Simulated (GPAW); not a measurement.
The system is ZnS (Wurtzite-2H).

```
Zn S
1.0
     3.81100    0.00000    0.00000
    -1.90550    3.30042    0.00000
     0.00000    0.00000    6.23400
Zn S
2 2
Cartesian
  1.9055 1.1001 3.1170
  0.0000 2.2003 0.0000
  1.9055 1.1001 5.5171
  0.0000 2.2003 2.4001
```

```yaml
Program: GPAW 26.7.0
Task: relaxation of cell and atoms
Functional: revPBE
Dispersion: D3
Potentials_or_basis: the program's PAW data sets (release 1.2.1) made for this functional
Cutoff: 600 eV
Basis: pw
k_mesh: 6 × 6 × 3
Occupations: fermi-dirac, width 0.05 eV
Spin: no spin polarisation
```

At the start: pressure -1.1 GPa; volume 19.60 Å³/atom.

Question: Where does the relaxation end?

Answer: Over 8 steps the energy falls by 6.5 meV/atom and the volume is 19.29 Å³/atom (-1.6 %); space group P6_3mc (No. 186, to 0.05 Å).

The path:
```
step  energy change (eV)  largest force (eV/Å)  pressure (GPa)  volume (Å³)
   1              0.0000                0.3219           -1.07        78.41
   2             -0.0070                0.2767           -1.01        78.30
   3             -0.0233                0.0773           -0.38        77.56
   4             -0.0245                0.0069           -0.48        77.65
   5             -0.0247                0.0052           -0.42        77.59
   6             -0.0256                0.0095            0.14        77.06
   7             -0.0256                0.0104            0.13        77.07
   8             -0.0259                0.0073            0.01        77.16
```

Final structure:
```cif
data_structure
_symmetry_space_group_name_H-M 'P 1'
_symmetry_Int_Tables_number 1
_cell_length_a 3.7885
_cell_length_b 3.7885
_cell_length_c 6.2078
_cell_angle_alpha 90.000
_cell_angle_beta 90.000
_cell_angle_gamma 120.000
_cell_volume 77.16
loop_
_atom_site_label
_atom_site_type_symbol
_atom_site_fract_x
_atom_site_fract_y
_atom_site_fract_z
_atom_site_occupancy
Zn1 Zn 0.66667 0.33333 0.50521 1
Zn2 Zn 0.33333 0.66667 0.00521 1
S1 S 0.66667 0.33333 0.87979 1
S2 S 0.33333 0.66667 0.37979 1
```

Caveat: later steps reuse the first step's grids.
